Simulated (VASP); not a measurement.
Al, 6 atoms in the cell. The cell holds a slab with vacuum, 6 atoms: a = 2.827 Å, b = 2.827 Å, c = 26.482 Å, α = 90.00°, β = 90.00°, γ = 120.00°. The slab is cut from a database's or a generator's crystal, which needn't be the stable form of the element.

| Property | Result |
| --- | --- |
| Program | VASP 6.6.1 |
| Task | work function |
| Functional | RPBE |
| Potentials or basis | VASP PAW PBE potentials, release 64 (Al) |
| Cutoff | 520 eV |
| k mesh | 8 × 8 × 1 |
| Occupations | fermi-dirac, width 0.05 eV |
| Spin | no spin polarisation |
| Dipole correction | yes |
| Further INCAR settings | ALGO = Normal; EDIFF = 1e-06 |

Potentials or basis: VASP PAW PBE potentials, release 64 (Al).

Launch:

```console
$ cat potpaw_PBE.64/Al/POTCAR > POTCAR
$ mpirun -np 1 vasp_std > vasp.out
```

Hardware: 1 thread of Intel(R) Xeon(R) 6975P-C (Granite Rapids), with other jobs on the host.

How long does it take, and how much memory?

Run time: 27 s on 1 thread of Intel(R) Xeon(R) 6975P-C (Granite Rapids) (shared host), peak memory 0.31 GiB. Counts: scf iterations 25, k points 10.
